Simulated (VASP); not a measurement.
# Settings for Ge: projections on local functions

Ge, Fd-3m (no. 227), 2 atoms in the cell. LDA, projections on local functions; PAW potentials Ge_d (LDA set). VASP 6.6.1.

Wanted: filling of the local functions (per spin) within 0.005.

POSCAR:
```
Ge
1.0
    0.0000000000      2.8289100000      2.8289100000
    2.8289100000      0.0000000000      2.8289100000
    2.8289100000      2.8289100000      0.0000000000
Ge
2
Direct
    0.7500000000      0.7500000000      0.7500000000
    0.5000000000      0.5000000000      0.5000000000
```

The series start from Cutoff ENCUT (eV): 500; k mesh: 6 × 6 × 6. Each series keeps the choices made before it, and each single choice may use up half of a tolerance. Times cover all steps of a run.

## Cutoff ENCUT (eV)

| Cutoff ENCUT (eV) | Filling of the local functions (per spin), largest deviation | Time (s) |
|---|---|---|
| 250 | 0.0213 | 6.7 |
| 300 | 0.0160 | 6.4 |
| 350 | 0.0109 | 6.8 |
| 400 | 0.0076 | 9.6 |
| 500 | 0.0039 | 11 |
| 600 | 0.0017 | 12 |
| 750 (reference) | 0.0000 | 15 |

## k mesh

| k mesh | Filling of the local functions (per spin), largest deviation | Time (s) |
|---|---|---|
| 3 × 3 × 3 | 0.0128 | 6.5 |
| 4 × 4 × 4 | 0.0066 | 7.6 |
| 5 × 5 × 5 | 0.0034 | 8.7 |
| 6 × 6 × 6 | 0.0017 | 12 |
| 7 × 7 × 7 | 0.0008 | 13 |
| 9 × 9 × 9 (reference) | 0.0000 | 20 |

## Question

The rows run from the loosest to the tightest. For each series: choose the loosest value from which every tighter one stays within half of the tolerance.

## Answer

- Cutoff ENCUT (eV): 600
- k mesh: 6 × 6 × 6

## All choices together

| Input | Filling of the local functions (per spin), largest deviation | Time (s) |
|---|---|---|
| program defaults, k points 0.5 per Å apart (naive) | 0.0175 | 4.6 |
| chosen settings | 0.0025 | 12 |
| reference settings throughout | 0.0000 | 28 |

The tolerance is met.

## The input

INCAR.step1:
```
SYSTEM = Ge
ALGO     = Normal         ! electronic algorithm
EDIFF    = 1E-6           ! SCF threshold, eV
ENCUT    = 600            ! plane-wave cutoff, eV
GGA      = CA             ! functional
ISMEAR   = 0              ! smearing method
KPAR     = 2            
LASPH    = .True.         ! aspherical terms in the spheres
LCHARG   = .False.        ! write CHGCAR
LREAL    = .False.        ! projectors in reciprocal space
LWAVE    = .True.         ! write WAVECAR
NBANDS   = 25             ! bands
NELM     = 120            ! most SCF steps
PREC     = Accurate       ! precision mode
SIGMA    = 0.02           ! smearing width, eV
```

INCAR.step2:
```
SYSTEM = Ge
PREC = Accurate
ENCUT = 600
EDIFF = 1E-6
ISMEAR = 0
SIGMA = 0.02
LASPH = .TRUE.
LREAL = .FALSE.
ALGO = None
NELM = 1
LCHARG = .FALSE.
NBANDS = 25
GGA = CA
ISTART = 1
LWAVE = .FALSE.
LOCPROJ = "1 2 : s : Pr
1 2 : p : Pr"
```

INCAR.step3:
```
SYSTEM = Ge
PREC = Accurate
ENCUT = 600
EDIFF = 1E-6
ISMEAR = 0
SIGMA = 0.02
LASPH = .TRUE.
LREAL = .FALSE.
ALGO = None
NELM = 1
LCHARG = .FALSE.
NBANDS = 25
GGA = CA
ISTART = 1
LWAVE = .FALSE.
LOCPROJ = "1 2 : s : Hy 1 2.0
1 2 : p : Hy 1 2.0"
```

KPOINTS:
```
Automatic mesh
0
Gamma
  6 6 6
  0 0 0
```

Commands (each step's output is kept before the next begins):
```
cat potpaw_LDA.64/Ge_d/POTCAR > POTCAR
cp INCAR.step1 INCAR
mpirun -np 2 vasp_std > vasp.out
cp INCAR.step2 INCAR
mpirun -np 1 vasp_std > vasp.out
cp INCAR.step3 INCAR
mpirun -np 1 vasp_std > vasp.out
```

Limits: the functions aren't orthogonal, so the fillings don't add up to the electrons.

The chosen input took VASP 6.6.1 12 s on 2 cores (Intel Xeon Platinum 8559C (Emerald Rapids)), a shared host.

## An input that fails: site index beyond the cell

VASP's message: LPRJ_READER: ERROR: site index of function: 1 out of range: 99.

Changes against the starting input:
```
(step 2)
- LOCPROJ = "1 2 : s : Pr
1 2 : p : Pr"
+ LOCPROJ = 99 : s : Hy
```
